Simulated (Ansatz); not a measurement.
# The stack of H-CC-F chair under graphene, upper layer turned by 180° between two gates, part 2 of 2

Aim: screening and gap of the neutral stack of H-CC-F chair under graphene, upper layer turned by 180° between oppositely charged gates.

Ansatz 0.2.0; plane-wave DFT, PBE-D3(BJ), Ansatz PAW.

So far. Step 7 (Gated layer, displacement field 3.62 V/nm): There is no gap.

## (8) Gated layer, displacement field -1.81 V/nm

Contents of input.yaml:

```yaml
crystal:
  lattice:
    - [2.5074045609, 0.0, 0.0]
    - [-1.2537022804, 2.1714760473, 0.0]
    - [0.0, 0.0, 41.2798853424]
  atoms:
    - { symbol: F, position: [0.6666666667, 0.3333333333, 0.4324139918] }
    - { symbol: C, position: [0.6666666667, 0.3333333333, 0.4656925121] }
    - { symbol: C, position: [0.3333333333, 0.6666666667, 0.4773880806] }
    - { symbol: H, position: [0.3333333333, 0.6666666667, 0.5040859377] }
    - { symbol: C, position: [0.6666666667, 0.3333333333, 0.5675860082] }
    - { symbol: C, position: [0.0, 0.0, 0.5675858623] }
  periodic: [true, true, false]
  symmetry: { detect: true }
kpoints:
  mp_grid: { grid: [66, 66, 1] }
  band_path:
    path: [[0, 0, 0], [0.5, 0, 0], [0.33333333, 0.33333333, 0], [0, 0, 0]]
    npoints: 16
hamiltonian:
  xc: pbe
  dispersion: d3bj
scf:
  occupations: { method: fermi_dirac, width: 0.02585 }
  convergence: { dr2_threshold: 1.0e-10 }
output:
  forces: true
  eigenvalues: true
  dos: { projected: true, e_range: [-3, 3], de: 0.01 }
  write_potential: true
  write_density: true
  volumetric_format: npy
  elf: true
external_charges:
  - { charge: 0, barrier: 10, axis: 3, height: 25.93, sigma: 0.25 }
  - { charge: 0.005445, axis: 3, height: 27.43, sigma: 0.33 }
  - { charge: 0, barrier: 10, axis: 3, height: 15.35, sigma: 0.25 }
  - { charge: -0.005445, axis: 3, height: 13.85, sigma: 0.33 }
```

Started as:

```console
$ ansatz run input.yaml --threads 4 --pin off --max-ram 6144MiB --backend cpu --events-out ev --progress --plain --runs-dir out
```

Run time: 52 s. Hardware: 4 threads of AMD EPYC 7R13 (Zen 3), shared host; peak memory 1.6 GiB; 3.4 min of CPU time.

There is no gap.

## (9) The series together

This step: plane-wave DFT, PBE-D3(BJ), Ansatz PAW; response to a displacement field between two gates (Ansatz 0.2.0).

The potential behind each gate is read from every run and counted from the uncharged case.

Numbers from this step:

* electrostatic distance between the gates: 7.124 Å
* geometric distance between the gates: 13.58 Å

Electron's potential behind the upper gate less behind the lower, less the value without field. Step of the electron's potential energy between the gates against displacement field D/eps0:

```
displacement field D/eps0 (V/nm)  step of the electron's potential energy between the gates (eV)
                           -1.81                                                           -1.29
                            0.00                                                               0
                            0.90                                                           0.641
                            1.81                                                            1.28
                            2.71                                                            1.93
                            3.62                                                            2.58
```

By hand: 3.62 V/nm over the 13.58 Å between the sheets would give 4.91 V in vacuum; the run has 2.58 V, as over 7.12 Å.

## (10) The same run with other settings

This step: plane-wave DFT, PBE-D3(BJ), Ansatz PAW (Ansatz 0.2.0).

A run with a changed input: it repeats the earlier run at 0.905 V/nm with scf.occupations.method from fermi_dirac to methfessel_paxton and scf.occupations.width from 0.02585 to 0.01.

input.yaml, the sections that differ from step 8:

```yaml
scf:
  occupations: { method: methfessel_paxton, width: 0.01 }
  convergence: { dr2_threshold: 1.0e-10 }
output:
  forces: true
  eigenvalues: true
  write_potential: true
  write_density: true
  volumetric_format: npy
external_charges:
  - { charge: 0, barrier: 10, axis: 3, height: 25.93, sigma: 0.25 }
  - { charge: -0.002722, axis: 3, height: 27.43, sigma: 0.33 }
  - { charge: 0, barrier: 10, axis: 3, height: 15.35, sigma: 0.25 }
  - { charge: 0.002722, axis: 3, height: 13.85, sigma: 0.33 }
# crystal, kpoints, hamiltonian: as in step 8
```

It took 62 s on 4 threads; peak memory 1.6 GiB; 4 min of CPU time.

Numbers from this step:

```yaml
potential_beyond_the_upper_barrier_and_gate_less_the_barrier_from_the_fermi_level: 4.115 eV
```

Electronic bands along the path, in eV, zero at the Fermi level:

```
  point  band 9  band 10  band 11  band 12  band 13  band 14  band 15  band 16
      Γ   -2.99    -2.99     0.05     0.05     3.68     6.31     7.58     7.58
halfway   -4.72    -4.11    -2.51    -1.04     5.30     6.46     6.99     7.24
      M   -5.11    -3.38    -2.73    -1.62     1.21     6.37     6.45     7.22
halfway   -5.85    -3.38    -2.28    -2.15     0.96     7.02     8.84     9.12
      K   -6.08    -3.57    -2.65    -0.46    -0.46     8.11     8.47     9.05
halfway   -5.46    -4.49    -2.59    -1.69     5.63     5.87     7.80     8.89
      Γ   -2.99    -2.99     0.05     0.05     3.68     6.31     7.58     7.58
```

```
                                                                                quantity  this run  earlier run  difference
potential beyond the upper barrier and gate, less the barrier, from the Fermi level (eV)     4.115        4.119     -0.0040
```

Nothing in the table moves by 0.01 in its unit. The run took 26 SCF cycles against 17.

Of the bands kept, 3 cross the Fermi level on this path.

## (11) A changed input

Another changed input: it repeats the earlier run at 0.905 V/nm with scf.convergence.dr2_threshold from 1e-10 to 0.0001.

input.yaml: that of step 10 with these lines changed.

```diff
@@ -23,4 +23,4 @@
 scf:
-  occupations: { method: methfessel_paxton, width: 0.01 }
-  convergence: { dr2_threshold: 1.0e-10 }
+  occupations: { method: fermi_dirac, width: 0.02585 }
+  convergence: { dr2_threshold: 0.0001 }
 output:
```

Wall time 50 s (4 threads); peak memory 1.6 GiB; 3.3 min of CPU time.

```
                                                                                quantity  this run  earlier run  difference
potential beyond the upper barrier and gate, less the barrier, from the Fermi level (eV)     4.108        4.119      -0.011
```

It moves by -0.0113 eV.

The change shows in the results, which are not taken further.

## (12) Outcome

```
gap with uncharged gates                 : none
electrostatic distance between the gates : 7.12 Å
geometric distance between the gates     : 13.6 Å
gap at 3.62 V/nm                         : none
```

**Reading.** The stack has no gap, with or without a field of 3.6 V/nm. The layers screen the field: the voltage is that of a vacuum gap 6.5 Å narrower than the real distance. The gates are charged sheets behind model barriers, not atoms. Gaps are the smaller of those on the path and on the mesh; band edges between these points would make them smaller still.

[Logs are printed without paths, hosts, clocks, repeated set-up lines and the standing remarks that a program may print on its own settings, such as how far it seeks lower states.]

[Hosts, paths, dates, database ids (printed as entryN), source tags and the programs' standing remarks are cut or masked in the printed files.]

[Maps of the electrostatic potential energy from Ansatz leave out the sawtooth potential of an applied field or a dipole correction, so their vacuum need not be flat; planar profiles and work functions include it.]
